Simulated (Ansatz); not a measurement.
Crystal: Pb.

```
Pb
1.0
    -1.97966    1.97966    1.97966
     1.97966   -1.97966    1.97966
     1.97966    1.97966   -1.97966
Pb
1
Cartesian
  0.0000 0.0000 0.0000
```

This isn't the form of Pb at room conditions, which is fcc.

* Program: Ansatz 0.2.0
* Task: relaxation of cell and atoms
* Functional: revPBE
* Dispersion: D4
* Potentials or basis: Ansatz PAW
* Cutoff: 420 eV (not typed: the program's choice for these potentials)
* k mesh: 9 × 9 × 9
* Occupations: fermi-dirac, width 0.05 eV
* Spin: no spin polarisation

At the start: volume 31.03 Å³/atom.

Problem. How do energy, volume and symmetry change on relaxing?

Solution. It ends after 4 steps and the volume is 30.29 Å³/atom (-2.4 %); space group Im-3m (No. 229, to 0.05 Å).

The path:
```csv
step,energy change (eV),largest force (eV/Å),volume (Å³)
1,0.0000,0.0000,31.03
2,-0.0025,0.0000,30.34
3,-0.0025,0.0000,30.29
4,-0.0024,0.0000,30.29
```

Final structure:
```yaml
crystal:
  lattice:
    - [-1.96367, 1.96367, 1.96367]
    - [1.96367, -1.96367, 1.96367]
    - [1.96367, 1.96367, -1.96367]
  atoms:
    - { symbol: Pb, position: [0.00000, 0.00000, 0.00000] }
```

Caveat: the plane-wave basis is chosen anew once the cell has moved, so the energies of steps on either side of that aren't comparable; pairwise dispersion overbinds metals, which lowers pressure and volume; the PAW data sets come from PBE, with cores solved anew for the run's functional, which leaves a small shift of forces and pressure.
